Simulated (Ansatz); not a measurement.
Free-standing chains of the atoms of BAs, named by their start (strip: triangular double chain, ladder: square double chain); atoms and period are relaxed, and energies count from relaxed bulk BAs (F-43m, 13.68 Å³/atom, gap on the mesh 1.37 eV).

The calculation used DFT r2SCAN, scalar-relativistic, plane waves, PAW (Ansatz 0.2.0).

Settings: cutoff 500 eV, Γ-centred mesh 1×1×19 on the computed 2-atom cell, Gaussian smearing of 0.05 eV; collinear spin from starting moments 0.5 0.5 μB.

Start (zigzag chain):

```
CELL_PARAMETERS angstrom
9.80000 0.00000 0.00000
0.00000 9.30000 0.00000
0.00000 0.00000 3.35577
ATOMIC_POSITIONS crystal
B 0.45720 0.50000 0.00000
As 0.54280 0.50000 0.50000
```

Problem. What does the relaxation give?

Solution. The free energy falls by 9 meV/atom.

```
excess energy (eV per host atom) : 1.488
period (Å)                       : 3.400
gap on the mesh (eV)             : 0.34
size of the moment (μB per cell) : 0.00
```

Relaxed structure:
```
CELL_PARAMETERS angstrom
9.80000 0.00000 0.00000
0.00000 9.30000 0.00000
0.00000 0.00000 3.40027
ATOMIC_POSITIONS crystal
B 0.46081 0.50000 0.00000
As 0.53919 0.50000 0.50000
```

An odd mesh misses points on the zone edge, so a gap read on it can be too wide.

Each run keeps its start's symmetry and one magnetic start, so lower states can exist.

The run took 5.8 min on 2 threads of Intel(R) Xeon(R) Processor @ 2.50GHz (Skylake/Cascade Lake), with other jobs on the host, peak memory 1.1 GiB.